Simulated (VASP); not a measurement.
Si2W: single point with PBE

Crystal: Si2W.

```
W Si
1.0
     4.61685    0.00000    0.00000
    -2.30843    3.99831    0.00000
     0.00000    0.00000    6.65322
W Si
3 6
Direct
  0.50894 0.00409 0.50642
  0.49532 0.49001 0.82795
  0.99576 0.49914 0.16992
  0.31430 0.15954 0.16624
  0.84142 0.17229 0.83279
  0.15964 0.31534 0.49834
  0.67510 0.84023 0.16179
  0.16749 0.84191 0.82758
  0.83574 0.67671 0.50318
```

The cell comes from a database or a generator and needn't be the stable form of this composition.

The cell isn't the ideal one: atoms moved at random, drawn with an rms of 0.05 Å.

```json
{
 "Program": "VASP 6.6.1",
 "Task": "single point",
 "Functional": "PBE",
 "Potentials or basis": "VASP PAW PBE potentials, release 64 (W_sv, Si)",
 "Cutoff": "520 eV",
 "k mesh": "7 × 7 × 4",
 "Occupations": "fermi-dirac, width 0.05 eV",
 "Spin": "no spin polarisation",
 "Further INCAR settings": "ALGO = Normal; EDIFF = 1e-07; NBANDS = 43"
}
```

- Pressure: 0.1 GPa
- Largest force: 1.356 eV/Å
- Band gap on the k mesh: 0.05 eV, indirect (least direct gap 0.57 eV)

Forces on the atoms (eV/Å):
```
W   -0.515 -0.476 -1.161
W   -0.065  0.869  0.924
W    0.187  0.170 -0.342
Si   0.651  0.159  0.076
Si  -0.004 -0.228  0.036
Si  -0.047  0.521  0.089
Si  -0.384 -0.321  0.216
Si  -0.045 -0.431  0.500
Si   0.222 -0.263 -0.337
```

Stress tensor (GPa, compression positive):
```
 0.23  0.16 -0.51
 0.16  0.43  0.24
-0.51  0.24 -0.42
```

Levels at points of the mesh, in eV from the valence-band top:
| k point | band 29 | band 30 | band 31 | band 32 | band 33 | band 34 | band 35 | band 36 | band 37 | band 38 |
| --- | --- | --- | --- | --- | --- | --- | --- | --- | --- | --- |
| (0.00, 0.00, 0.00) | -3.38 | -3.35 | -3.05 | -2.44 | -0.83 | 2.07 | 2.11 | 2.17 | 2.29 | 2.55 |
| (0.00, 0.00, 0.50) | -2.69 | -2.68 | -2.56 | -0.72 | -0.61 | 1.79 | 1.87 | 1.98 | 2.27 | 2.46 |

It took 6.2 min on 1 thread of AMD EPYC 9R45 96-Core Processor (Zen 5) (shared host), peak memory 0.48 GiB.

Caveat: spin-orbit coupling is left out, which moves the levels of the heavy elements; an odd mesh through Γ misses points on the zone boundary, where band edges often lie.
